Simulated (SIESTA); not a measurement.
## GaN under changes of volume

One of the cells (11.444 Å³/atom); the others are scaled copies at fixed shape and fractional positions:

```
CELL_PARAMETERS angstrom
0.00000 2.25350 2.25350
2.25350 0.00000 2.25350
2.25350 2.25350 0.00000
ATOMIC_POSITIONS crystal
Ga 0.00000 0.00000 0.00000
N 0.25000 0.25000 0.25000
```

The cell is a database's computed one.

* Program: SIESTA 5.4.2
* Functional: PBE
* Potentials or basis: SG15 1.2 (PBE files) or PseudoDojo by element
* Basis: DZP (energy shift 0.003 Ry; two zetas on semicore shells)
* Grid cutoff: 800 Ry
* Energy shift: 0.003 Ry
* k mesh: 10 × 10 × 10
* Occupations: fermi-dirac, width 0.05 eV
* Spin: no spin polarisation

```csv
volume (Å³/atom),energy over the lowest point (meV/atom),pressure (GPa),gap on the mesh (eV)
10.757,?,?,?
10.986,49.05,17.5,2.11
11.215,27.62,12.6,1.97
11.444,12.69,8.4,1.83
11.673,3.58,4.3,1.70
11.902,0.00,0.8,1.57
12.131,1.14,-2.3,1.44
```

Problem. What does the run at 10.757 Å³/atom give?

Solution. Energy over the lowest point 78.06 meV/atom; pressure 23.1 GPa; gap on the mesh 2.25 eV.

Worked out: A Birch-Murnaghan fit of order 3 (a polynomial in V^(-2/3)) to the other rows has its minimum at 11.96 Å³/atom with B0 = V·E''(V) = 174 GPa and B' = 4.0. It gives 77.66 meV/atom at 10.757 Å³/atom, against the run's 78.06, and -dE/dV = 22.7 GPa, against 23.1. A straight line through the other rows of the gap, of slope -6.74 eV per unit of ln V (its deformation potential), extrapolates to 2.25 eV, against the run's 2.25.

Energies are extrapolated to zero smearing.

Caveats: the basis of atomic orbitals isn't converged, which shifts pressures, moduli and gaps.

A mesh can miss the band edges. Spin-orbit coupling on Ga is left out.
